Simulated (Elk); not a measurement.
# How BeS absorbs and reflects light

Wanted: where BeS starts to absorb, how strongly, and its refractive index. The cell comes from an older database entry, whose edges can differ from later determinations, mostly by under a per cent.

Calculated with Elk 11.2.3 (patched build); DFT, LDA, all-electron APW+lo, Dirac cores, scalar-relativistic bands, independent-particle optical response without local fields.

The database entry behind the starting cell differs from later determinations by our own check (0.1 to 0.3 % short, probably kX units), so it need not match the best structure at ambient conditions.

## 1. Starting point

The structure is cubic, space group F-43m (No. 216). Conventional cell: a = 4.850 Å, b = 4.850 Å, c = 4.850 Å, α = 90.00°, β = 90.00°, γ = 90.00°. S has 4 Be at 2.10 Å nearest. Nearest to Be lie 4 S at 2.10 Å. Farther neighbours and most contacts between anions are not listed.

## 2. Ground state

First the ground state: is it a metal or has it a gap?

This step: DFT, LDA, all-electron APW+lo, Dirac cores, scalar-relativistic bands, ground state (Elk 11.2.3 (patched build)).

elk.in

```
tasks
  0
  120

xctype
  3

nempty
  12

lorbcnd
  .true.

rgkmax
  7.0

swidth
  0.0018375

maxscl
  100

epsengy
  1e-05

sppath
  './'

avec
  0.000000000000 4.582585852217 4.582585852217
  4.582585852217 0.000000000000 4.582585852217
  4.582585852217 4.582585852217 0.000000000000

atoms
  2
  'S.in'
  1
  0.750000000000 0.750000000000 0.750000000000   0.000 0.000 0.000
  'Be.in'
  1
  0.000000000000 0.000000000000 0.000000000000   0.000 0.000 0.000

ngridk
  11 11 11
```

Command:

```console
> OMP_NUM_THREADS=4 elk
```

Numbers of over 12 decimals in the logs are rounded to 6 here.

Log:

```text
┌─────────────────────────┐
│ Elk code version 11.2.3 │
└─────────────────────────┘

All units are atomic (Hartree, Bohr, etc.)

┌─────────────────────────────────────────────────┐
│ Ground-state run starting from atomic densities │
└─────────────────────────────────────────────────┘

Lattice vectors :
   0.000000000       4.582585852       4.582585852
   4.582585852       0.000000000       4.582585852
   4.582585852       4.582585852       0.000000000

Reciprocal lattice vectors :
 -0.6855502013      0.6855502013      0.6855502013
  0.6855502013     -0.6855502013      0.6855502013
  0.6855502013      0.6855502013     -0.6855502013

Unit cell volume      :    192.4694590
Brillouin zone volume :    1.288777008

Muffin-tin inner radius fraction :   0.1000000000E-01

Nuclei treated as point charges

Species : 1 (S)
 parameters loaded from : S.in
 name : sulphur
 nuclear charge    :   -16.00000000
 electronic charge :    16.00000000
 atomic mass :    58450.91931
 muffin-tin radius :    2.155249670
 number of radial points in muffin-tin :    397
 inner part over the whole radius :   0.9761961625E-02
 number on inner part of muffin-tin    :    277
 approximate nuclear radius :   0.6195814986E-04
 number of mesh points to nuclear radius :    126
 atomic positions (lattice), magnetic fields (Cartesian) :
  1 :   0.00000000  0.00000000  0.00000000    0.00000000  0.00000000  0.00000000

Species : 2 (Be)
 parameters loaded from : Be.in
 name : beryllium
 nuclear charge    :   -4.000000000
 electronic charge :    4.000000000
 atomic mass :    16428.20280
 muffin-tin radius :    1.763386093
 number of radial points in muffin-tin :    297
 inner part over the whole radius :   0.9891453673E-02
 number on inner part of muffin-tin    :    202
 approximate nuclear radius :   0.4290726161E-04
 number of mesh points to nuclear radius :     78
 atomic positions (lattice), magnetic fields (Cartesian) :
  1 :   0.25000000  0.25000000  0.25000000    0.00000000  0.00000000  0.00000000

Total number of atoms per unit cell :    2
Total muffin-tin volume :    64.90386144
 ratio of muffin-tin to unit cell volume :   0.3372164175

Spin treatment :
 spin-unpolarised

Number of Bravais lattice symmetries :   48
Number of crystal symmetries         :   24
Crystal has no inversion symmetry
Complex Hermitian eigensolver will be used

k-point grid :     11    11    11
k-point offset :    0.000000000       0.000000000       0.000000000
k-point set is reduced with full crystal symmetry group
Total number of k-points :       91

Muffin-tin radius times maximum |G+k| :    7.000000000
 using average radius
Maximum |G+k| for APW functions       :    3.572671931
Maximum (1/2)|G+k|²                   :    6.381992365
Maximum |G| for potential and density :    12.00000000
Constant for pseudocharge density :    6
 order of it for each species :   13  13
 order of it for pair densities of each species (exact exchange by exxq0 0: 13) :   12   7
Radial integration step length :    1

G-vector grid sizes :     25    25    25
Number of G-vectors :     5601

Maximum angular momentum used for
 APW functions            :    8
 outer part of muffin-tin :    6
 inner part of muffin-tin :    2

Total nuclear charge    :   -20.00000000
Total core charge       :    12.00000000
Total valence charge    :    8.000000000
Total excess charge     :    0.000000000
Total electronic charge :    20.00000000

Effective Wigner radius, rₛ :    1.319515229

Number of empty states         :     24
Total number of valence states :     29
Total number of core states    :     12

Conduction state local-orbitals added automatically
Third-order local-orbitals added for an l without core states : F
Total number of local-orbitals :    107

Exchange-correlation functional :      3     0     0
 Perdew-Wang/Ceperley-Alder, Phys. Rev. B 45, 13244 (1992)
 gradient requirement :    0
 local density approximation (LDA)

Smearing type :    3
 Fermi-Dirac
Smearing width :   0.1837500000E-02
Effective electronic temperature (K) :    580.2366081

Mixing type :    3
 Broyden mixing, J. Phys. A: Math. Gen. 17, L317 (1984)

Kohn-Sham potential initialised from atomic data

┌──────────────────────────────┐
│ Self-consistent loop started │
└──────────────────────────────┘

┌─────────────────┐
│ Loop number : 1 │
└─────────────────┘

Energies :
 Fermi                       :     0.74158559800374E-01
 sum of occupied eigenvalues :     -231.31173472539
 electron kinetic            :      414.00944530761
 core electron kinetic       :      398.86691233243
 Coulomb                     :     -799.71466840788
 Coulomb potential           :     -606.90129807358
 nuclear-nuclear             :     -73.633662598087
 electron-nuclear            :     -846.61813463515
 Hartree                     :      120.53712882536
 Madelung                    :     -496.26401937109
 xc potential                :     -38.419881959424
 exchange                    :     -25.708727899560
 correlation                 :     -1.495799
 electron entropic           :    -0.37710165318276E-11
 total energy                :     -412.90975037483

Density of states at Fermi energy :   0.5439408790E-07
 (states/Hartree/unit cell)

Estimated indirect band gap :   0.1243093928
 from k-point 1 to k-point 46
Estimated direct band gap   :   0.2101718881
 at k-point 1

Charges :
 core                        :    12.00000000
 valence                     :    8.000000000
 interstitial                :    2.575672226
 muffin-tins (core leakage)
  species : 1 (S)
   atom 1                    :    14.62214814     (  0.9095416674E-04)
  species : 2 (Be)
   atom 1                    :    2.802179632     (  0.1546862000E-02)
 total in muffin-tins        :    17.42432777
 total calculated charge     :    19.99835344
 total charge                :    20.00000000
 error                       :   0.1646560962E-02

┌─────────────────┐
│ Loop number : 2 │
└─────────────────┘

Energies :
 Fermi                       :     0.75219059630533E-01
 sum of occupied eigenvalues :     -231.28794026371
 electron kinetic            :      413.57260967568
 core electron kinetic       :      398.56790495432
 Coulomb                     :     -799.70826639876
 Coulomb potential           :     -606.90345785928
 nuclear-nuclear             :     -73.633662598087
 electron-nuclear            :     -846.60322543973
 Hartree                     :      120.52862163906
 Madelung                    :     -496.25653746912
 xc potential                :     -37.957092080103
 exchange                    :     -25.708066908903
 correlation                 :     -1.495771
 electron entropic           :    -0.37708295032454E-11
 total energy                :     -413.33949471706

Density of states at Fermi energy :   0.5439403620E-07
 (states/Hartree/unit cell)

Estimated indirect band gap :   0.1240890760
 from k-point 1 to k-point 46
Estimated direct band gap   :   0.2100498430
 at k-point 1

Charges :
 core                        :    12.00000000
 valence                     :    8.000000000
 interstitial                :    2.576947978
 muffin-tins (core leakage)
  species : 1 (S)
   atom 1                    :    14.62085363     (  0.9097262867E-04)
  species : 2 (Be)
   atom 1                    :    2.802198396     (  0.1546533140E-02)
 total in muffin-tins        :    17.42305202
 total calculated charge     :    19.99835365
 total charge                :    20.00000000
 error                       :   0.1646347975E-02

RMS change in Kohn-Sham potential (target) :   0.9167269326E-01 (  0.1000000000E-05)
Absolute change in total energy (target)   :   0.4297443422     (  0.1000000000E-04)

[... 12 loops left out ...]

┌──────────────────┐
│ Loop number : 15 │
└──────────────────┘

Energies :
 Fermi                       :     0.182168
 sum of occupied eigenvalues :     -229.10077352683
 electron kinetic            :      413.87238067947
 core electron kinetic       :      398.90277016893
 Coulomb                     :     -799.39867568216
 Coulomb potential           :     -607.08745125983
 nuclear-nuclear             :     -73.633662598087
 electron-nuclear            :     -845.80943697738
 Hartree                     :      120.04442389331
 Madelung                    :     -495.85495005225
 xc potential                :     -35.885702946473
 exchange                    :     -25.670974083612
 correlation                 :     -1.494013
 electron entropic           :    -0.37623147895826E-11
 total energy                :     -412.69128199789

Density of states at Fermi energy :   0.5439409138E-07
 (states/Hartree/unit cell)

Estimated indirect band gap :   0.1091586242
 from k-point 1 to k-point 46
Estimated direct band gap   :   0.2042658724
 at k-point 1

Charges :
 core                        :    12.00000000
 valence                     :    8.000000000
 interstitial                :    2.668794252
 muffin-tins (core leakage)
  species : 1 (S)
   atom 1                    :    14.54388852     (  0.9049120238E-04)
  species : 2 (Be)
   atom 1                    :    2.787317226     (  0.1507996841E-02)
 total in muffin-tins        :    17.33120575
 total calculated charge     :    19.99838448
 total charge                :    20.00000000
 error                       :   0.1615516429E-02

RMS change in Kohn-Sham potential (target) :   0.7432383258E-08 (  0.1000000000E-05)
Absolute change in total energy (target)   :   0.2894465581E-05 (  0.1000000000E-04)

Convergence targets achieved

┌──────────────────┐
│ Loop number : 16 │
└──────────────────┘

Energies :
 Fermi                       :     0.182168
 sum of occupied eigenvalues :     -229.10077352890
 electron kinetic            :      413.87238066533
 core electron kinetic       :      398.90277021094
 Coulomb                     :     -799.39867566232
 Coulomb potential           :     -607.08745129264
 nuclear-nuclear             :     -73.633662598087
 electron-nuclear            :     -845.80943692082
 Hartree                     :      120.04442385659
 Madelung                    :     -495.85495001600
 xc potential                :     -35.885702901591
 exchange                    :     -25.670974081001
 correlation                 :     -1.494013
 electron entropic           :    -0.37623147895826E-11
 total energy                :     -412.69128198947

Density of states at Fermi energy :   0.5439409177E-07
 (states/Hartree/unit cell)

Estimated indirect band gap :   0.1091586257
 from k-point 1 to k-point 46
Estimated direct band gap   :   0.2042658739
 at k-point 1

Charges :
 core                        :    12.00000000
 valence                     :    8.000000000
 interstitial                :    2.668794265
 muffin-tins (core leakage)
  species : 1 (S)
   atom 1                    :    14.54388852     (  0.9049120279E-04)
  species : 2 (Be)
   atom 1                    :    2.787317216     (  0.1507996826E-02)
 total in muffin-tins        :    17.33120574
 total calculated charge     :    19.99838448
 total charge                :    20.00000000
 error                       :   0.1615516419E-02

┌──────────────────────────────┐
│ Self-consistent loop stopped │
└──────────────────────────────┘

Warning : core states of species 2 leak from the muffin-tin :   0.1507996826E-02

Wrote STATE.OUT
```

It took 13 s on 4 threads of Arm Neoverse V1, shared host; peak memory 0.07 GiB.

Read-outs, printed or worked out from the files:

| Quantity | Value |
| --- | --- |
| total energy | -412.7 Ha |
| Fermi energy | 4.957 eV |
| DOS at the Fermi level | 2.00e-9 states/eV/cell |
| gap on the k-mesh | 2.970 eV |
| direct gap on the mesh | 5.558 eV |

There is a gap, 2.97 eV on this mesh (points off the mesh can give less), so no carriers' term is needed.

## 3. Independent particles

With the density converged, the vertical transitions are summed over the zone.

This step: DFT, LDA, all-electron APW+lo, Dirac cores, scalar-relativistic bands, independent-particle optical response without local fields (Elk 11.2.3 (patched build)).

Edit elk.in of step 2 so:

```diff
@@ -1,4 +1,6 @@
 tasks
-  0
-  120
+  121
+
+optcomp
+  1 1
 
@@ -17,9 +19,7 @@
 swidth
-  0.0018375
+  0.0055124
 
-maxscl
-  100
-
-epsengy
-  1e-05
+wplot
+  400 100 0
+  0.0 0.58799
```

Command:

```console
> OMP_NUM_THREADS=4 elk
```

Log:

```text
┌─────────────────────────────────┐
│ Elk code version 11.2.3 started │
└─────────────────────────────────┘

┌────────────────────┐
│ Current task : 121 │
└────────────────────┘
Info(checkmt): changed muffin-tin radius of species 1 (S) from   2.2000 to   2.1552
Info(checkmt): changed muffin-tin radius of species 2 (Be) from   1.8000 to   1.7634

Info(findsymcrys): atomic basis shift (lattice) :
  0.2500000000      0.2500000000      0.2500000000
See GEOMETRY.OUT for new atomic positions

Info(dielectric):
 dielectric tensor written to EPSILON_ij.OUT
 optical conductivity written to SIGMA_ij.OUT
 for components
  i = 1, j = 1

┌──────────────────┐
│ Elk code stopped │
└──────────────────┘
```

Wall time 0.99 s (4 threads); peak memory 0.04 GiB.

Read-outs, printed or worked out from the files:

| Property | Result |
| --- | --- |
| electronic dielectric constant ε∞, mean over x, y and z (by symmetry where fewer were run) | 5.732 |
| main peak of Im epsilon, first axis | 6.768 eV |

Values under the direct gap are tails of Lorentzian lines. The Im ε, E ∥ x by photon energy; read off at these points:

photon energy (eV), Im ε, E ∥ x and a bar:
```
     0.00        0.0 
     0.50        0.0 
     1.00        0.0 
     1.50        0.0 
     2.00        0.1 
     2.50        0.1 
     3.00        0.1 
     3.50        0.2 
     4.00        0.3 
     4.50        0.4 #
     5.00        0.8 #
     5.50        3.6 ######
     6.00       10.1 ###############
     6.50       16.7 ##########################
     6.76       19.5 ##############################
     7.00       14.8 #######################
     7.50       15.2 #######################
     8.00       10.3 ################
     8.50        6.4 ##########
     9.00        4.9 #######
     9.50        4.6 #######
    10.00        5.1 ########
    10.50        2.3 ###
    11.00        1.4 ##
    11.50        1.9 ###
    12.00        2.0 ###
    12.50        1.8 ###
    13.00        1.2 ##
    13.50        1.2 ##
    14.00        1.0 ##
    14.50        0.7 #
    15.00        0.7 #
    15.50        0.8 #
```

Table of Re ε, E ∥ x by photon energy:

```tsv
photon energy (eV)	Re ε, E ∥ x
0.0	5.73
0.5	5.75
1.0	5.82
1.5	5.94
2.0	6.12
2.5	6.37
3.0	6.72
3.5	7.21
4.0	7.92
4.5	9.00
5.0	10.9
5.5	14.9
6.0	13.7
6.5	11.3
7.0	0.553
7.5	-0.823
8.0	-4.35
8.5	-5.69
9.0	-2.75
9.5	-2.30
10.0	-3.52
10.5	-3.76
11.0	-2.15
11.5	-1.90
12.0	-1.52
12.5	-1.51
13.0	-1.61
13.5	-1.10
14.0	-1.38
14.5	-1.02
15.0	-0.685
15.5	-0.699
```

The refractive index n and extinction k by photon energy:

```tsv
photon energy (eV)	n	k
0.0	2.39	0
0.5	2.40	0.00281
1.0	2.41	0.00578
1.5	2.44	0.00907
2.0	2.47	0.0129
2.5	2.52	0.0177
3.0	2.59	0.0239
3.5	2.69	0.0326
4.0	2.81	0.0460
4.5	3.00	0.0697
5.0	3.30	0.126
5.5	3.88	0.464
6.0	3.92	1.28
6.5	3.97	2.11
7.0	2.77	2.67
7.5	2.68	2.83
8.0	1.85	2.79
8.5	1.19	2.67
9.0	1.19	2.04
9.5	1.20	1.93
10.0	1.15	2.20
10.5	0.559	2.02
11.0	0.468	1.54
11.5	0.635	1.52
12.0	0.696	1.42
12.5	0.643	1.39
13.0	0.462	1.35
13.5	0.505	1.16
14.0	0.412	1.25
14.5	0.320	1.06
15.0	0.390	0.915
15.5	0.414	0.933
```

Table of reflectivity at normal incidence, E ∥ x by photon energy; read off at these points:

```tsv
photon energy (eV)	reflectivity at normal incidence, E ∥ x (%)
0.00	16.9
0.50	16.9
1.00	17.1
1.50	17.5
2.00	18.0
2.50	18.7
3.00	19.7
3.50	20.9
4.00	22.6
4.50	25.0
5.00	28.7
5.50	35.5
6.00	39.4
6.50	45.5
6.84	50.6
7.00	48.0
7.50	50.2
8.00	53.4
8.50	60.0
9.00	46.9
9.50	44.1
10.00	51.4
10.50	65.6
10.56	65.7
11.00	58.6
11.50	48.9
12.00	43.0
12.50	44.4
13.00	53.4
13.08	53.7
13.50	44.3
14.00	53.5
14.24	57.8
14.50	55.2
15.00	43.7
15.50	42.3
```

Values under the direct gap are tails of Lorentzian lines. The loss function −Im 1/ε at q → 0, E ∥ x by energy loss; read off at these points:

energy loss (eV), loss function −Im 1/ε at q → 0, E ∥ x and a bar:
```
     0.00      0.000 
     0.50      0.000 
     1.00      0.001 
     1.50      0.001 
     2.00      0.002 
     2.50      0.002 
     3.00      0.003 
     3.50      0.003 
     4.00      0.004 
     4.50      0.005 
     5.00      0.007 
     5.50      0.015 #
     6.00      0.035 #
     6.50      0.041 ##
     7.00      0.068 ###
     7.50      0.066 ###
     8.00      0.082 ###
     8.50      0.087 ###
     9.00      0.156 ######
     9.50      0.173 #######
    10.00      0.133 #####
    10.50      0.117 ####
    11.00      0.215 ########
    11.50      0.264 ##########
    12.00      0.318 ############
    12.50      0.326 ############
    13.00      0.300 ###########
    13.50      0.453 #################
    14.00      0.347 #############
    14.50      0.454 #################
    15.00      0.729 ############################
    15.36      0.788 ##############################
    15.50      0.711 ###########################
    15.80      0.754 #############################
```

At chosen wavelengths:

```tsv
wavelength (nm)	n	k	R (%)	1/α
1550	2.41	0.005	17.0	27 µm
1064	2.42	0.007	17.2	12 µm
633	2.47	0.013	18.0	4.0 µm
450	2.56	0.021	19.2	1.7 µm
405	2.60	0.025	19.8	1.3 µm
308	2.82	0.047	22.7	523 nm
193	4.02	1.901	44.2	8.1 nm
```

Below the direct gap, k and the depth come from the tails of the Lorentzian lines, not from transitions.

Rows near the edge hang on the gap, which this functional as a rule makes too small, and phonon-assisted absorption is left out.

## 4. Summary of results

```json
{
  "electronic dielectric constant ε∞, mean over x, y and z (by symmetry where fewer were run) (independent particles)": "5.73",
  "main peak of Im epsilon, first axis": "6.77 eV"
}
```

At this level (LDA, independent particles) BeS has ε∞ = 5.73 and n = 2.41 at 1550 nm, and Im ε peaks at 6.8 eV. On the mesh the gap is 2.97 eV and the least direct gap 5.56 eV, so on this mesh the band edges lie at different points. Distinct maxima of Im ε, read by a parabola through the highest points, lie at 6.77 eV (20) and 7.47 eV (15). Excitons and phonon-assisted transitions are missing, and so are local fields; LDA gaps are as a rule too small, which pulls the onset down and ε∞ up. The sum runs over mesh points, so small or evenly spaced maxima can still be ripples of the mesh.

[Machine, clock and banner lines and Python warnings are left out of the logs.]

[Logs are printed without paths, hosts, clocks, repeated set-up lines and the standing remarks that a program may print on its own settings, such as how far it seeks lower states.]

[Hosts, paths, dates, database ids (printed as entryN), source tags and the programs' standing remarks are cut or masked in the printed files.]
